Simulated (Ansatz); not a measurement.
# How much does the functional matter for the cell of SnSe?

The starting cell is an entry of the Crystallography Open Database (1963):

```
Sn Se
1.0
     0.00000    3.01000    3.01000
     3.01000    0.00000    3.01000
     3.01000    3.01000    0.00000
Sn Se
1 1
Direct
  0.00000 0.00000 0.00000
  0.50000 0.50000 0.50000
```

Atoms and cell were relaxed at zero pressure with plane-wave PAW DFT (Ansatz 0.2.0; one set of PAW datasets, made under PBE, for all functionals; 420 eV, r2SCAN 500 eV; 8×8×8 Γ-centred mesh, fermi-dirac occupations of width 0.020 eV; no spin polarisation, no spin-orbit coupling, no dispersion correction), keeping the symmetry (Fm-3m, No. 225).

**Question.** How do the functionals compare with each other and with the entry?

**Answer.** The relaxed conventional cells:

| functional | a (Å) | volume (Å³/atom) | formation energy (eV/atom) |
| --- | --- | --- | --- |
| LDA | 5.893 | 25.58 | -0.433 |
| PBEsol | 5.945 | 26.27 | -0.437 |
| PBE | 6.057 | 27.77 | -0.437 |
| r2SCAN | 6.015 | 27.21 | -0.410 |
| the entry | 6.020 | 27.27 | – |

LDA gives the smallest volume and PBE the largest, 8.6 % more, the usual order, since LDA overbinds and PBE's gradient terms loosen the lattice. Against the entry's volume: LDA -6.2 %, PBEsol -3.7 %, PBE +1.8 %, r2SCAN -0.2 %. No verdict is drawn from this: the entry is old or was flagged in a check, so the entry may be off as well as the functionals. The formation energies span 0.03 eV an atom.

Caveats: each relaxation keeps the start's symmetry, so a distorted cell may lie lower; computed cells are at 0 K with fixed nuclei, while the entry holds thermal expansion, often some tenths of a per cent in volume and more in soft crystals; formation energies are at zero smearing against the elements' usual phases under the same functional, gases as free molecules, uncorrected.
